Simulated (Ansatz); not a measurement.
**Au under changes of volume**

One of the cells (17.651 Å³/atom); the others are scaled copies at fixed shape and fractional positions:

```
Au
1.0
     1.41131   -2.55593    0.00000
     1.41131    2.55593    0.00000
     0.00000    0.00000    4.89317
Au
2
Direct
  0.33467 0.66533 0.25000
  0.66533 0.33467 0.75000
```

This isn't the form of Au at room conditions, which is fcc.

| Item | Value |
| --- | --- |
| Program | Ansatz 0.2.0 |
| Functional | HSE06 |
| Potentials or basis | Ansatz PAW |
| Cutoff | 420 eV (not typed: the program's choice for these potentials) |
| k mesh | 6 × 6 × 4 |
| Occupations | fermi-dirac, width 0.05 eV |
| Spin | no spin polarisation |

```tsv
volume (Å³/atom)	energy over the lowest point (meV/atom)	pressure (GPa)	largest force (eV/Å)
16.592	33.19	10.6	0.073
16.945	?	?	?
17.298	3.68	3.2	0.022
17.651	0.00	0.3	0.008
18.004	2.37	-2.3	0.005
18.357	9.80	-4.5	0.016
18.710	21.69	-6.4	0.022
```

Q: What does the run at 16.945 Å³/atom give?

A: Energy over the lowest point 14.48 meV/atom; pressure 6.7 GPa; largest force 0.044 eV/Å.

Worked out: A Birch-Murnaghan fit of order 3 (a polynomial in V^(-2/3)) to the other rows has its minimum at 17.68 Å³/atom with B0 = V·E''(V) = 135 GPa and B' = 6.8 at fixed shape and positions, which overstates the stiffness. It gives 14.36 meV/atom at 16.945 Å³/atom, against the run's 14.48, and -dE/dV = 6.6 GPa, against 6.7.

Energies are extrapolated to zero smearing.

Caveats: all runs use coarse meshes; the PAW data sets come from PBE, with cores solved anew for the run's functional, which leaves a small shift of forces and pressure; the thresholds are loose for stress.
